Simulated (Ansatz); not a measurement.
Take a crystal in which W has been replaced by Mo on all its sites, with the cell rescaled by a rough guess (in some cases also distorted within its space group) and nothing relaxed:

```
Mo S
1.0
     1.52239    0.87895    5.94235
    -1.52239    0.87895    5.94235
     0.00000   -1.75790    5.94235
Mo S
1 2
Direct
  0.00000 0.00000 0.00000
  0.75030 0.75030 0.75030
  0.58100 0.58100 0.58100
```

Computed with DFT PBEsol, scalar-relativistic, plane waves, PAW in Ansatz.

Settings: cutoff 420 eV, Γ-centred mesh 12×12×12 on the computed 3-atom cell, Gaussian smearing of 0.02 eV; no spin polarisation.

What pressure does the cell carry?

The pressure is 18.9 GPa (positive in compression), so the cell would expand.

Is it a metal on this mesh?

No: the gap is 0.78 eV, the least direct gap 2.04 eV.

What is its energy against the elements in their standard states?

-0.881 eV/atom at this unrelaxed geometry, with the elements in the same functional.

The cell holds layers, and where no dispersion correction was added their binding is poorly described.